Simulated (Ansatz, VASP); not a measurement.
**Two plane-wave programs on Sn**

INCAR

```
PREC     = Accurate       # precision mode
ENCUT    = 520            # plane-wave cutoff, eV
EDIFF    = 1E-7           # SCF threshold, eV
ISMEAR   = -1             # smearing method
SIGMA    = 0.05           # smearing width, eV
LREAL    = False          # projectors in reciprocal space
LASPH    = True           # aspherical terms in the spheres
NELM     = 100            # most SCF steps
ALGO     = Fast           # electronic algorithm
ISIF     = 2              # what is computed and relaxed
LWAVE    = False          # write WAVECAR
LCHARG   = True           # write CHGCAR
LELF     = True           # ELF
LVHAR    = True         
NBANDS   = 13             # bands
```

KPOINTS

```
regular mesh
0
Gamma
  10 10 10
```

Contents of POSCAR:

```
Sn
1.0
   -2.0291894110      2.0291894110      1.6607599896
    2.0291894110     -2.0291894110      1.6607599896
    2.0291894110      2.0291894110     -1.6607599896
Sn
1
Direct
    0.0000000000      0.0000000000      0.0000000000
```

The input input.yaml:

```yaml
crystal:
  lattice:
    - [-2.029189411, 2.029189411, 1.6607599896]
    - [2.029189411, -2.029189411, 1.6607599896]
    - [2.029189411, 2.029189411, -1.6607599896]
  atoms:
    - { symbol: Sn, position: [0.0, 0.0, 0.0] }
hamiltonian:
  xc: lda
  pseudopotentials: { kind: paw }
kpoints:
  mp_grid: { grid: [10, 10, 10] }
  band_path:
    path:
      - [[0.0, 0.0, 0.0], [0.0, 0.0, 0.5], [-0.5, 0.5, 0.5], [0.0, 0.0, 0.0], [0.4174590337, 0.4174590337, -0.4174590337], [0.25, 0.25, 0.25], [0.0, 0.5, 0.0], [-0.4174590337, 0.5825409663, 0.4174590337], [-0.5, 0.5, 0.5]]
      - [[0.0, 0.0, 0.5], [0.25, 0.25, 0.25]]
    npoints: 14
scf:
  occupations: { method: fermi_dirac, width: 0.05 }
  n_extra_bands: 6
output:
  forces: true
  stress: true
  eigenvalues: true
  fatbands: true
```

This isn't the form of Sn at room conditions, which is tetragonal (white tin).

Alike in both runs: functional LDA; k mesh 10 × 10 × 10; occupations fermi-dirac, width 0.05 eV; no spin polarisation.

```csv
,VASP,Ansatz
version,VASP 6.6.1,Ansatz 0.2.0
potentials or method,"VASP PAW LDA potentials, release 64 (Sn_d)",Ansatz PAW
plane-wave cutoff (eV),520,420
valence electrons in the cell,14,14
task,single point,band structure
```

```tsv
	VASP	Ansatz	Ansatz less VASP
gap on the k mesh at the Fermi level (eV)	none	none	-
pressure (GPa)	-3.2	-3.2	-0.02
largest component of the traceless stress (GPa)	0.44	0.41	-0.029
```

A gap of «none» marks a metal or a gap that the smearing closes.

Caveats: spin-orbit coupling is left out, which moves the levels of the heavy elements (Ansatz); the PAW data sets come from PBE, with cores solved anew for the run's functional, which leaves a small shift of forces and pressure (Ansatz).
